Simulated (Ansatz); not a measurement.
## Random displacements in C

Level of theory: DFT r2SCAN, scalar-relativistic, plane waves, PAW (Ansatz 0.2.0). Settings: plane waves to 500 eV, k-mesh 6×6×6 (Γ-centred), Gaussian smearing 0.05 eV. No spin polarisation. Energies are free energies at this smearing, counted from the undisturbed cell; pressure is positive in compression.

Reference structure (relaxed at this level):

```yaml
crystal:
  lattice:
    - [3.56028, 0.00000, 0.00000]
    - [0.00000, -3.56028, 0.00000]
    - [0.00000, 0.00000, -3.56028]
  atoms:
    - { symbol: C, position: [0.50000, 0.00000, 0.00000] }
    - { symbol: C, position: [0.00000, 0.50000, 0.00000] }
    - { symbol: C, position: [0.00000, 0.00000, 0.50000] }
    - { symbol: C, position: [0.50000, 0.50000, 0.50000] }
    - { symbol: C, position: [0.75000, 0.75000, 0.75000] }
    - { symbol: C, position: [0.25000, 0.25000, 0.75000] }
    - { symbol: C, position: [0.25000, 0.75000, 0.25000] }
    - { symbol: C, position: [0.75000, 0.25000, 0.25000] }
```

After a displacement of all atoms with no net shift, the run gives ΔE = 543.6 meV/atom; stress (xx, yy, zz, yz, xz, xy; compression positive) (17.25, 17.19, 15.60, -8.42, -3.43, 7.44) GPa; gap on the mesh 1.44 eV.

```csv
atom,Fx (eV/Å),Fy,Fz
C1,3.354,-3.952,-5.784
C2,4.724,6.108,-9.738
C3,1.230,4.398,3.445
C4,3.988,8.536,-0.565
C5,-6.792,-4.864,8.190
C6,-3.401,-5.844,4.815
C7,-4.632,-0.042,0.402
C8,1.531,-4.340,-0.766
```

(1) Which displacements (Å, in the unstrained cell) and strain were applied?

## Answers

(1)
```
atom ux uy uz
  C1  -0.04   0.15   0.09
  C2  -0.03   0.00   0.12
  C3  -0.03  -0.13  -0.08
  C4  -0.05  -0.18   0.00
  C5   0.12   0.04  -0.09
  C6   0.06   0.08  -0.07
  C7   0.04  -0.03   0.00
  C8  -0.08   0.08   0.03
```
The cell is not strained.

Cost: 1 run of about 0.2 core-minutes, on Intel Xeon 6975P-C (Granite Rapids) (shared hosts).